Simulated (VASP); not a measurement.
**SiC: relaxation of cell and atoms with PBE**

SiC:

```
Si C
1.0
     3.08000    0.00000    0.00000
    -1.54000    2.66736    0.00000
     0.00000    0.00000   10.08000
Si C
4 4
Direct
  0.00000 0.00000 0.00000
  0.33333 0.66667 0.25000
  0.66667 0.33333 0.50000
  0.33333 0.66667 0.75000
  0.00000 0.00000 0.18750
  0.33333 0.66667 0.43750
  0.66667 0.33333 0.68750
  0.33333 0.66667 0.93750
```

The cell was built by a generator and needn't be a form met in nature.

| Property | Result |
| --- | --- |
| Program | VASP 6.6.1 |
| Task | relaxation of cell and atoms |
| Functional | PBE |
| Potentials or basis | VASP PAW PBE potentials, release 64 (Si, C) |
| Cutoff | 600 eV |
| k mesh | 10 × 10 × 3 |
| Occupations | fermi-dirac, width 0.05 eV |
| Spin | no spin polarisation |
| Further INCAR settings | ALGO = Normal; EDIFF = 1e-06; IBRION = 2; EDIFFG = -0.005; NSW = 60; ISIF = 3 |

* Relaxed volume: 10.49 Å³/atom
* Relaxed cell: a = 3.093 Å, b = 3.093 Å, c = 10.127 Å, α = 90.00°, β = 90.00°, γ = 120.00°
* Space group after relaxing (to 0.05 Å): P6_3mc (No. 186)
* Energy gained by relaxing: 1.3 meV/atom
* Ionic steps: 5
* Pressure after relaxing: 0.0 GPa
* Largest force after relaxing: 0.004 eV/Å
* Band gap on the k mesh: 2.22 eV, indirect (least direct gap 3.34 eV)

Forces in eV/Å, atoms in the order of the input:
```
Si   0.000  0.000 -0.003
Si   0.000  0.000 -0.003
Si   0.000  0.000 -0.003
Si   0.000  0.000 -0.003
C    0.000  0.000  0.004
C    0.000  0.000  0.003
C    0.000  0.000  0.004
C    0.000  0.000  0.003
```

The path:
| step | energy change (eV) | largest force (eV/Å) | pressure (GPa) | volume (Å³) |
| --- | --- | --- | --- | --- |
| 1 | 0.0000 | 0.1448 | 2.88 | 82.81 |
| 2 | 0.0001 | 0.0850 | -2.81 | 85.06 |
| 3 | -0.0106 | 0.0262 | -0.03 | 83.92 |
| 4 | -0.0106 | 0.0118 | 0.00 | 83.91 |
| 5 | -0.0106 | 0.0039 | 0.00 | 83.91 |

Final structure:
```yaml
crystal:
  lattice:
    - [3.09328, 0.00000, 0.00000]
    - [-1.54664, 2.67886, 0.00000]
    - [0.00000, 0.00000, 10.12654]
  atoms:
    - { symbol: Si, position: [0.00000, 0.00000, 0.99991] }
    - { symbol: Si, position: [0.33333, 0.66667, 0.24986] }
    - { symbol: Si, position: [0.66667, 0.33333, 0.49991] }
    - { symbol: Si, position: [0.33333, 0.66667, 0.74986] }
    - { symbol: C, position: [0.00000, 0.00000, 0.18793] }
    - { symbol: C, position: [0.33333, 0.66667, 0.43730] }
    - { symbol: C, position: [0.66667, 0.33333, 0.68793] }
    - { symbol: C, position: [0.33333, 0.66667, 0.93730] }
```

Levels at points of the mesh, in eV from the valence-band top:
| k point | band 13 | band 14 | band 15 | band 16 | band 17 | band 18 | band 19 | band 20 |
| --- | --- | --- | --- | --- | --- | --- | --- | --- |
| (0.00, 0.00, 0.00) | -0.58 | -0.05 | 0.00 | 0.00 | 4.97 | 5.55 | 6.13 | 6.19 |
| (0.50, 0.00, 0.00) | -2.34 | -2.20 | -1.57 | -1.12 | 2.22 | 2.34 | 4.18 | 4.66 |

It took 42 s on 4 MPI ranks on Intel(R) Xeon(R) Platinum 8488C (Sapphire Rapids), with other jobs on the host, peak memory 0.25 GiB a rank.

Caveat: an odd mesh through Γ misses points on the zone boundary, where band edges often lie.
